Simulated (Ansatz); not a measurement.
# MoTe2: the cost of one run

Method: DFT PBE+U (U_eff = 2 eV on Mo d), plane waves, PAW, in Ansatz 0.2.0.

### Step 1. The system as given

It takes space group R-3m (No. 166, trigonal). The conventional cell has a = 4.143 Å, b = 4.143 Å, c = 18.790 Å, α = 90.00°, β = 90.00°, γ = 120.00°. Around Mo (site symmetry -3m) lie 6 Te at 2.84 Å. Around Te (site symmetry 3m) lie 3 Mo at 2.84 Å.

Structure file:

```cif
data_structure
_symmetry_space_group_name_H-M 'R-3m:H'
_symmetry_Int_Tables_number 166
_cell_length_a 4.1433
_cell_length_b 4.1433
_cell_length_c 18.7903
_cell_angle_alpha 90.000
_cell_angle_beta 90.000
_cell_angle_gamma 120.000
_cell_volume 279.36
loop_
_atom_site_label
_atom_site_type_symbol
_atom_site_symmetry_multiplicity
_atom_site_Wyckoff_symbol
_atom_site_fract_x
_atom_site_fract_y
_atom_site_fract_z
_atom_site_occupancy
Mo1 Mo 3 a 0.00000 0.00000 0.00000 1
Te1 Te 6 c 0.33333 0.66667 0.91867 1
```

Magnetic order typed: ferromagnetic.

### Step 2. From atoms, symmetry kept, no search

input.yaml reads:

```yaml
crystal:
  lattice:
    - [2.07167292, 1.19608092, 6.26344749]
    - [-2.07167292, 1.19608092, 6.26344749]
    - [0.0, -2.39216184, 6.26344749]
  atoms:
    - { symbol: Mo, position: [0.0, 0.0, 0.0], spin: 2.0 }
    - { symbol: Te, position: [0.252, 0.252, 0.252] }
    - { symbol: Te, position: [0.748, 0.748, 0.748] }
basis:
  ecutwfc: 420
  ecutrho_ratio: 4
kpoints:
  mp_grid: { grid: [5, 5, 5] }
hamiltonian:
  xc: pbe
  hubbard: { sites: [{ site: 0, l: d, u_eff: 2.0 }] }
scf:
  occupations: { method: gaussian, width: 0.05 }
  lower_state_search: "off"
  max_iter: 150
output:
  forces: true
  stress: true
  eigenvalues: true
  populations: true
  hubbard: { sites: [{ site: 0, l: d }] }
magnetization:
  spin_polarized: true
```

Launch:

```sh
$ ansatz run input.yaml --threads 2 --pin off --max-ram 3072MiB --backend cpu --events-out ev --progress --plain --runs-dir out
```

Q: Estimate wall time and peak memory on 2 threads of Arm Neoverse N1, shared host.

About 9.2 s, with a peak of 0.46 GiB.
